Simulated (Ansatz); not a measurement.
# FeSi2 (Linzhiite) (P4/mmm) in Ansatz: notebook

One crystal, FeSi2 (Linzhiite), is run at these levels: PBEsol; tasks: single point.

All numbers are computed with Ansatz 0.2.0; they aren't measurements. Logs are shortened: lines on timing, memory, paths and dates and some standing lists are left out, and cuts for length are marked.

## 1. The structure

The structure is tetragonal, space group P4/mmm (No. 123). Conventional cell: a = 2.684 Å, b = 2.684 Å, c = 5.128 Å, α = 90.00°, β = 90.00°, γ = 90.00°. Fe (site symmetry 4/mmm) is surrounded by 8 Si at 2.35 Å and 4 Fe at 2.68 Å. Si (site symmetry 4mm) has 4 Fe at 2.35 Å and 5 Si at 2.36 to 2.68 Å as nearest neighbours.

## 2. Single point, PBEsol

Input file input.yaml:

```yaml
crystal:
  lattice:
    - [2.684, 0.0, 0.0]
    - [0.0, 2.684, 0.0]
    - [0.0, 0.0, 5.128]
  atoms:
    - { symbol: Fe, position: [0.0, 0.0, 0.0] }
    - { symbol: Si, position: [0.5, 0.5, 0.73] }
    - { symbol: Si, position: [0.5, 0.5, 0.27] }
hamiltonian:
  xc: pbesol
  pseudopotentials: { kind: paw }
kpoints:
  mp_grid: { grid: [10, 10, 5] }
scf:
  occupations: { method: fermi_dirac, width: 0.05 }
output:
  forces: true
  stress: true
  eigenvalues: true
  write_density: true
  write_potential: true
  elf: true
  volumetric_format: npy
```

Potentials or basis: Ansatz PAW.

The run is started by

```sh
$ ansatz run input.yaml --threads 2 --pin off --max-ram 5632MiB --backend cpu --events-out ev --progress --plain --runs-dir out
```

What it wrote:

```text
Warning: RAYON_NUM_THREADS=2 ignored (pool sized by the plan → 2); use --threads N
Engine: ansatz 0.2.0, aarch64-unknown-linux-gnu
Pseudopotentials: kind: paw
Pseudopotential: Fe, paw, valence charge 16, recommended cutoff 420 eV (normal), Fe.paw.azcp
Pseudopotential: Si, paw, valence charge 4, recommended cutoff 420 eV (normal), Si.paw.azcp
Functional definition: PBEsol
  exchange = pbesol_x
  correlation = pbesol_c
Crystal: 3 atoms, lattice volume = 36.941 Å³
Basis set: ecut = 420 eV, 741 PW (Γ), exchange–correlation on 36×36×72 points (8 copies of the dense FFT grid, shifted against one another)
Bands: 16, of which v1, the nominal top of the filled ones, is band 12 counted from 1 (11 counted from 0)
Symmetry: 16 space group operations
Space group: P4/mmm (ITA 123), of the structure as read, at distance tolerance 3.3e-5 Å
k-points: 63 of 500
Non-local potential: Fe, projectors of the file, l = 0: 3, l = 1: 2, l = 2: 3, l = 3: 1
Non-local potential: Si, projectors of the file, l = 0: 2, l = 1: 2, l = 2: 2
PAW form: soft (Blöchl's): semilocal exchange-correlation on the pseudo side does not see the compensation charge
PAW frozen core: Fe, regenerated for the run's functional, and the local potential with it (the file was generated under x = pbe(κ = 0.804, μ = 0.2195149727645171), c = pbe(β = 0.06672455060314922))
PAW frozen core: Si, regenerated for the run's functional, and the local potential with it (the file was generated under x = pbe(κ = 0.804, μ = 0.2195149727645171), c = pbe(β = 0.06672455060314922))
PAW one-centre angular grid: Fe, 590 points (default); XC on 64 Gauss nodes
PAW one-centre angular grid: Si, 110 points (default); XC on 64 Gauss nodes
Initial density: superposition of atomic densities (neutral atoms: chi_scale 0, normalization atom), corrected by the library's trained network
Initial wavefunctions: pseudopotential atomic-orbital guess
Functional: x = pbesol(κ = 0.804, μ = 0.12345679012345678), c = pbesol(β = 0.046)
SCF iter   1: F=—  HF=-5693.367624 eV  |F-HF|=—  |Δ(HF+E_count)|=         —  Δρ=1.25e-2  dr2=3.22e-2  ethr=1.77e-3  ⟨swp⟩=5.4  Hψ=5332  notcnv=0
preconditioner: auto → none  [metal: Δε(μ)=0.023 eV  Ē_g=7.603 eV  σ=0.050 eV  W_gap=0.12  n_scr=8 (ndim 8)  ℏωp=24.4 eV  f_vac=0.000  D(μ)=1.14/eV (n_scr^D=6)  sad-step TF]
SCF iter   2: F=—  HF=-5693.362271 eV  |F-HF|=—  |Δ(HF+E_count)|=   5.35e-3  Δρ=3.44e-3  dr2=2.34e-3  ethr=1.34e-4  ⟨swp⟩=2.2  Hψ=1811  notcnv=0
SCF iter   3: F=—  HF=-5693.361887 eV  |F-HF|=—  |Δ(HF+E_count)|=   3.85e-4  Δρ=6.68e-4  dr2=9.72e-5  ethr=9.75e-6  ⟨swp⟩=2.3  Hψ=1473  notcnv=0
SCF iter   4: F=—  HF=-5693.361949 eV  |F-HF|=—  |Δ(HF+E_count)|=   6.24e-5  Δρ=2.41e-4  dr2=2.09e-5  ethr=4.05e-7  ⟨swp⟩=2.3  Hψ=1561  notcnv=0
SCF iter   5: F=—  HF=-5693.361943 eV  |F-HF|=—  |Δ(HF+E_count)|=   5.76e-6  Δρ=4.22e-5  dr2=3.63e-7  ethr=8.70e-8  ⟨swp⟩=2.0  Hψ=1419  notcnv=0
SCF iter   6: F=-5693.361943 eV  HF=-5693.361943 eV  |F-HF|=3.76e-8  |Δ(HF+E_count)|=   1.15e-7  Δρ=1.76e-5  dr2=6.72e-8  ethr=4.17e-10  ⟨swp⟩=9.3  Hψ=7019  notcnv=0
SCF 1 converged in 6 iterations: F = -5693.361943 eV  dr2 = 6.72e-8
SCF converged after 6 iterations
Free energy (F): -5693.361943 eV
Harris-Foulkes:  -5693.361943 eV  (|F-HF|=3.76e-8)
Internal energy: -5693.351906 eV  (E = F + TS)
E sigma→0 (E₀):  -5693.356925 eV
Entropy (-TS):   -0.010037 eV (-3.346 meV/atom)
Fermi energy:    14.265074 eV
--- Per-component energies (eV) ---
  E_band       = -224.484979
  E_kinetic    = 448.225916
  E_local      = -3524.740897  (includes V_loc(G=0)·N_el)
  E_nonlocal   = 264.079532
  E_hartree    = 1570.510189
  E_xc         = -232.715975
  E_vxc        = -253.412655  (∫ρ·V_xc dr)
  E_paw        = -2330.849591  (= ΣΔE_a)
  E_vpaw       = -299.640333  (= ΣTr[D̂ρ^β])
  E_aug_tail   = 0.000800  (compensation charges beyond the density's cutoff)
  E_ewald      = -1888.104205
  E_core_change = 0.242323  (= ΣΔE_core)
  E_smearing   = -0.010037  (= −TS)
  E_closure    = -0.000000  (closes the sum)
  Σ components = -5693.361943   (vs F -5693.361943, Δ=0.00e0)
--- Forces (eV/Å), atoms counted from 1 ---
  atom   1  Fe    -0.00000000     0.00000000     0.00000000
  atom   2  Si    -0.00000000     0.00000000    -0.25145179
  atom   3  Si    -0.00000000     0.00000000     0.25145179
  max |Σ_I F_I| component: 1.39e-17 eV/Å
--- Stress (GPa, compression-positive) ---
       -1.001408       0.000000       0.000000
        0.000000      -1.001408       0.000000
        0.000000       0.000000      -2.778313
  P = ⅓ Tr σ = -1.5937 GPa (-15.937 kbar)
--- Band table (eV; the first three rows and the last of 63) ---
  k-point 0: bands = ["-72.5465", "-38.7981", "-38.7981", "-38.6735", "0.2836", "5.0520", "6.2693", "10.6334", "12.5985", "12.7316", "12.7316", "13.6168", "18.8076", "18.8076", "20.6834", "21.4336"]
  k-point 1: bands = ["-72.5465", "-38.7981", "-38.7981", "-38.6735", "0.5050", "3.7382", "7.8060", "10.6396", "12.4956", "12.7162", "12.7162", "13.6170", "18.8297", "19.0563", "19.0563", "21.0507"]
  k-point 2: bands = ["-72.5465", "-38.7981", "-38.7981", "-38.6735", "1.1479", "2.3106", "9.6559", "10.6498", "12.0778", "12.6916", "12.6916", "13.6172", "17.0029", "19.6946", "19.6946", "20.6755"]
  k-point 62: bands = ["-72.5212", "-38.9196", "-38.9196", "-38.6437", "6.7186", "8.9866", "8.9866", "9.8986", "10.8305", "10.8305", "12.3905", "14.4301", "14.8350", "14.8350", "15.5500", "16.8288"]
```

Wall time 1.8 s (2 threads of Arm Neoverse V1, shared host); peak memory 0.33 GiB.

Results:

```
Free energy            : -5693.3619 eV
Pressure               : -1.6 GPa
Largest force          : 0.251 eV/Å
Band gap on the k mesh : none (metal or under the smearing width)
```

Forces in eV/Å, atoms in the order of the input:
```
Fe   0.000  0.000  0.000
Si   0.000  0.000 -0.251
Si   0.000  0.000  0.251
```

Levels at points of the mesh, in eV from the Fermi level:
```
             k point  band 9  band 10  band 11  band 12  band 13  band 14  band 15  band 16
  (0.00, 0.00, 0.00)   -1.67    -1.53    -1.53    -0.65     4.54     4.54     6.42     7.17
 (0.00, -0.50, 0.00)   -3.85    -3.21    -2.11    -1.11     0.11     1.44     2.29     7.89
(-0.50, -0.50, 0.00)   -4.46    -3.20    -2.27     0.17     0.41     2.59     2.98     2.98
```

Caveat: the PAW data sets come from PBE, with cores solved anew for the run's functional, which leaves a small shift of forces and pressure. Spin polarisation is off, so any magnetic state and its effect on volume and gap are missing.

## 3. Single point, PBEsol, collinear spin, ferromagnetic start

Input file input.yaml:

```yaml
crystal:
  lattice:
    - [2.684, 0.0, 0.0]
    - [0.0, 2.684, 0.0]
    - [0.0, 0.0, 5.128]
  atoms:
    - { symbol: Fe, position: [0.0, 0.0, 0.0], spin: 3.0 }
    - { symbol: Si, position: [0.5, 0.5, 0.73] }
    - { symbol: Si, position: [0.5, 0.5, 0.27] }
hamiltonian:
  xc: pbesol
  pseudopotentials: { kind: paw }
magnetization:
  spin_polarized: true
kpoints:
  mp_grid: { grid: [10, 10, 5] }
scf:
  occupations: { method: fermi_dirac, width: 0.05 }
output:
  forces: true
  stress: true
  eigenvalues: true
```

Potentials or basis: Ansatz PAW.

The run is started by

```sh
$ ansatz run input.yaml --threads 2 --pin off --max-ram 5632MiB --backend cpu --events-out ev --progress --plain --runs-dir out
```

It took 5.5 s on 2 threads of Arm Neoverse V1, shared host; peak memory 0.36 GiB.

It converged, with:

- Free energy: -5693.3619 eV
- Pressure: -1.6 GPa
- Largest force: 0.251 eV/Å
- Band gap on the k mesh: none (metal or under the smearing width)
- Net moment: 0.00 μB per cell
- Absolute moment: 0.00 μB per cell

Forces in eV/Å, atoms in the order of the input:
```
Fe   0.000  0.000  0.000
Si   0.000  0.000 -0.251
Si   0.000  0.000  0.251
```

Stress tensor (GPa, compression positive):
```
-1.00  0.00  0.00
 0.00 -1.00  0.00
 0.00  0.00 -2.78
```

Levels at points of the mesh, in eV from the Fermi level:
Spin up:
| k point | band 8 | band 9 | band 10 | band 11 | band 12 | band 13 | band 14 | band 15 | band 16 | band 17 |
| --- | --- | --- | --- | --- | --- | --- | --- | --- | --- | --- |
| (0.00, 0.00, 0.00) | -3.63 | -1.67 | -1.53 | -1.53 | -0.65 | 4.54 | 4.54 | 6.42 | 7.17 | 8.01 |
| (0.00, -0.50, 0.00) | -4.46 | -3.85 | -3.21 | -2.11 | -1.11 | 0.11 | 1.44 | 2.29 | 7.89 | 8.61 |
| (-0.50, -0.50, 0.00) | -4.46 | -4.46 | -3.20 | -2.27 | 0.17 | 0.41 | 2.59 | 2.98 | 2.98 | 3.47 |
Spin down:
```
             k point  band 9  band 10  band 11  band 12  band 13  band 14  band 15  band 16
  (0.00, 0.00, 0.00)   -1.67    -1.53    -1.53    -0.65     4.54     4.54     6.42     7.17
 (0.00, -0.50, 0.00)   -3.85    -3.21    -2.11    -1.11     0.11     1.44     2.29     7.89
(-0.50, -0.50, 0.00)   -4.46    -3.20    -2.27     0.17     0.41     2.59     2.98     2.98
```

Caveat: the starting moments collapsed, and a magnetic state may lie lower; the PAW data sets come from PBE, with cores solved anew for the run's functional, which leaves a small shift of forces and pressure; the starting moments weren't kept.

## 4. Single point, PBEsol, collinear spin, random start

input.yaml, as its differences from that of step 3:

```diff
@@ -6,3 +6,3 @@
   atoms:
-    - { symbol: Fe, position: [0.0, 0.0, 0.0], spin: 3.0 }
+    - { symbol: Fe, position: [0.0, 0.0, 0.0], spin: -2.11 }
     - { symbol: Si, position: [0.5, 0.5, 0.73] }
```

Potentials or basis: Ansatz PAW.

The run is started by

```sh
$ ansatz run input.yaml --threads 2 --pin off --max-ram 5632MiB --backend cpu --events-out ev --progress --plain --runs-dir out
```

What it wrote:

```text
Warning: RAYON_NUM_THREADS=2 ignored (pool sized by the plan → 2); use --threads N
[... 7 set-up lines as earlier in the session ...]
Crystal: 3 atoms, lattice volume = 36.941 Å³
Basis set: ecut = 420 eV, 741 PW (Γ), exchange–correlation on 36×36×72 points (8 copies of the dense FFT grid, shifted against one another)
Bands: 18, of which v1, the nominal top of the filled ones, is band 12 counted from 1 (11 counted from 0)
[... 1 set-up line as earlier in the session ...]
[... 50 lines left out ...]
  E_xc         = -232.716436
  E_vxc        = -253.413248  (∫ρ·V_xc dr)
  E_paw        = -2330.848422  (= ΣΔE_a)
  E_vpaw       = -299.641064  (= ΣTr[D̂ρ^β])
  E_aug_tail   = 0.000800  (compensation charges beyond the density's cutoff)
  E_ewald      = -1888.104205
  E_core_change = 0.242323  (= ΣΔE_core)
  E_smearing   = -0.010037  (= −TS)
  E_closure    = -0.000000  (closes the sum)
  Σ components = -5693.361943   (vs F -5693.361943, Δ=0.00e0)
--- Forces (eV/Å), atoms counted from 1 ---
  atom   1  Fe    -0.00000000     0.00000000     0.00000000
  atom   2  Si     0.00000000     0.00000000    -0.25147326
  atom   3  Si     0.00000000     0.00000000     0.25147326
  max |Σ_I F_I| component: 5.55e-17 eV/Å
--- Stress (GPa, compression-positive) ---
       -1.002060       0.000000       0.000000
        0.000000      -1.002060       0.000000
        0.000000       0.000000      -2.779056
  P = ⅓ Tr σ = -1.5944 GPa (-15.944 kbar)
--- Band table (eV; the first three rows and the last of 126) ---
  k-point 0 ↑: bands = ["-72.5463", "-38.7980", "-38.7980", "-38.6733", "0.2836", "5.0520", "6.2693", "10.6334", "12.5986", "12.7317", "12.7317", "13.6169", "18.8076", "18.8076", "20.6834", "21.4336", "22.2759", "22.3591"]
  k-point 1 ↑: bands = ["-72.5463", "-38.7980", "-38.7980", "-38.6733", "0.5050", "3.7381", "7.8060", "10.6397", "12.4957", "12.7162", "12.7162", "13.6171", "18.8297", "19.0563", "19.0563", "21.0507", "22.6773", "22.6773"]
  k-point 2 ↑: bands = ["-72.5463", "-38.7980", "-38.7980", "-38.6734", "1.1479", "2.3106", "9.6559", "10.6499", "12.0778", "12.6917", "12.6917", "13.6173", "17.0029", "19.6946", "19.6946", "20.6755", "21.3203", "21.3203"]
  k-point 62 ↓: bands = ["-72.5211", "-38.9196", "-38.9196", "-38.6436", "6.7186", "8.9866", "8.9866", "9.8986", "10.8305", "10.8305", "12.3905", "14.4301", "14.8351", "14.8351", "15.5500", "16.8288", "18.1260", "18.5008"]
```

It took 5.1 s on 2 threads of Arm Neoverse V1, shared host; peak memory 0.36 GiB.

What came out:

- Free energy: -5693.3619 eV
- Pressure: -1.6 GPa
- Largest force: 0.251 eV/Å
- Band gap on the k mesh: none (metal or under the smearing width)
- Net moment: 0.00 μB per cell
- Absolute moment: 0.00 μB per cell

Forces in eV/Å, atoms in the order of the input:
```
Fe   0.000  0.000  0.000
Si   0.000  0.000 -0.251
Si   0.000  0.000  0.251
```

Levels at points of the mesh, in eV from the Fermi level:
Spin up:
```tsv
k point	band 10	band 11	band 12	band 13	band 14	band 15
(0.00, 0.00, 0.00)	-1.53	-1.53	-0.65	4.54	4.54	6.42
(0.00, -0.50, 0.00)	-3.21	-2.11	-1.11	0.11	1.44	2.29
(-0.50, -0.50, 0.00)	-3.20	-2.27	0.17	0.41	2.59	2.98
```
Spin down:
| k point | band 9 | band 10 | band 11 | band 12 | band 13 | band 14 | band 15 | band 16 |
| --- | --- | --- | --- | --- | --- | --- | --- | --- |
| (0.00, 0.00, 0.00) | -1.67 | -1.53 | -1.53 | -0.65 | 4.54 | 4.54 | 6.42 | 7.17 |
| (0.00, -0.50, 0.00) | -3.85 | -3.21 | -2.11 | -1.11 | 0.11 | 1.44 | 2.29 | 7.89 |
| (-0.50, -0.50, 0.00) | -4.46 | -3.20 | -2.27 | 0.17 | 0.41 | 2.59 | 2.98 | 2.98 |

Caveat: the starting moments collapsed, and a magnetic state may lie lower; the PAW data sets come from PBE, with cores solved anew for the run's functional, which leaves a small shift of forces and pressure; the starting moments weren't kept.

## 5. Single point, PBEsol, collinear spin, ferromagnetic start

input.yaml, as its differences from that of step 4:

```diff
@@ -6,3 +6,3 @@
   atoms:
-    - { symbol: Fe, position: [0.0, 0.0, 0.0], spin: -2.11 }
+    - { symbol: Fe, position: [0.0, 0.0, 0.0], spin: 4.5 }
     - { symbol: Si, position: [0.5, 0.5, 0.73] }
```

The run is started by

```sh
$ ansatz run input.yaml --threads 2 --pin off --max-ram 5632MiB --backend cpu --events-out ev --progress --plain --runs-dir out
```

It took 5.7 s on 2 threads of Arm Neoverse V1, shared host; peak memory 0.36 GiB.

The run converged. Its results:

| Quantity | Value |
| --- | --- |
| Free energy | -5693.3619 eV |
| Pressure | -1.6 GPa |
| Largest force | 0.251 eV/Å |
| Band gap on the k mesh | none (metal or under the smearing width) |
| Net moment | 0.00 μB per cell |
| Absolute moment | 0.00 μB per cell |

Forces in eV/Å, atoms in the order of the input:
```
Fe   0.000  0.000  0.000
Si   0.000  0.000 -0.251
Si   0.000  0.000  0.251
```

Stress tensor (GPa, compression positive):
```
-1.00  0.00  0.00
 0.00 -1.00  0.00
 0.00  0.00 -2.78
```

Levels at points of the mesh, in eV from the Fermi level:
Spin up:
| k point | band 9 | band 10 | band 11 | band 12 | band 13 | band 14 | band 15 | band 16 |
| --- | --- | --- | --- | --- | --- | --- | --- | --- |
| (0.00, 0.00, 0.00) | -1.67 | -1.53 | -1.53 | -0.65 | 4.54 | 4.54 | 6.42 | 7.17 |
| (0.00, -0.50, 0.00) | -3.85 | -3.21 | -2.11 | -1.11 | 0.11 | 1.44 | 2.29 | 7.89 |
| (-0.50, -0.50, 0.00) | -4.46 | -3.20 | -2.27 | 0.16 | 0.41 | 2.59 | 2.98 | 2.98 |
Spin down:
| k point | band 8 | band 9 | band 10 | band 11 | band 12 | band 13 | band 14 | band 15 | band 16 | band 17 |
| --- | --- | --- | --- | --- | --- | --- | --- | --- | --- | --- |
| (0.00, 0.00, 0.00) | -3.63 | -1.67 | -1.53 | -1.53 | -0.65 | 4.54 | 4.54 | 6.42 | 7.17 | 8.01 |
| (0.00, -0.50, 0.00) | -4.46 | -3.85 | -3.21 | -2.11 | -1.11 | 0.11 | 1.44 | 2.29 | 7.89 | 8.61 |
| (-0.50, -0.50, 0.00) | -4.46 | -4.46 | -3.20 | -2.27 | 0.17 | 0.41 | 2.59 | 2.98 | 2.98 | 3.47 |

Caveat: the starting moments collapsed, and a magnetic state may lie lower; the PAW data sets come from PBE, with cores solved anew for the run's functional, which leaves a small shift of forces and pressure; the starting moments weren't kept.
